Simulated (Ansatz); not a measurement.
The system is Fe.

```
CELL_PARAMETERS angstrom
0.00000 1.94174 1.96511
1.49844 0.00000 1.96511
1.49844 1.94174 0.00000
ATOMIC_POSITIONS crystal
Fe 0.00000 0.00000 0.00000
```

* Program: Ansatz 0.2.0
* Task: relaxation of cell and atoms
* Functional: PBEsol0
* Potentials or basis: Ansatz PAW
* Cutoff: 420 eV (not typed: the program's choice for these potentials)
* k mesh: 7 × 7 × 7
* Occupations: fermi-dirac, width 0.05 eV
* Spin: collinear spin, ferromagnetic start
* Starting moments: [3.0] μB

At the start: volume 11.44 Å³/atom.

Where does the relaxation end?

It ends after 7 steps and the volume is 11.92 Å³/atom (+4.2 %); space group I4/mmm (No. 139, to 0.05 Å); moment 2.87 μB per cell.

Step by step:
| step | energy change (eV) | largest force (eV/Å) | volume (Å³) |
| --- | --- | --- | --- |
| 1 | 0.0000 | 0.0000 | 11.44 |
| 2 | -0.0146 | 0.0000 | 11.75 |
| 3 | -0.0166 | 0.0000 | 11.91 |
| 4 | -0.0167 | 0.0000 | 11.93 |
| 5 | -0.0168 | 0.0000 | 11.92 |
| 6 | -0.0168 | 0.0000 | 11.92 |
| 7 | -0.0173 | 0.0000 | 11.92 |

Final structure:
```yaml
crystal:
  lattice:
    - [0.00000, 1.99672, 2.00691]
    - [1.48739, 0.00000, 2.00691]
    - [1.48739, 1.99672, 0.00000]
  atoms:
    - { symbol: Fe, position: [0.00000, 0.00000, 0.00000] }
```

Caveat: the k mesh is coarse (spacing up to 0.44 Å⁻¹), so the values aren't converged, least of all with exact exchange; the magnetic or orbital state may not be the lowest; the plane-wave basis is chosen anew once the cell has moved, so the energies of steps on either side of that aren't comparable; the PAW data sets come from PBE, with cores solved anew for the run's functional, which leaves a small shift of forces and pressure.
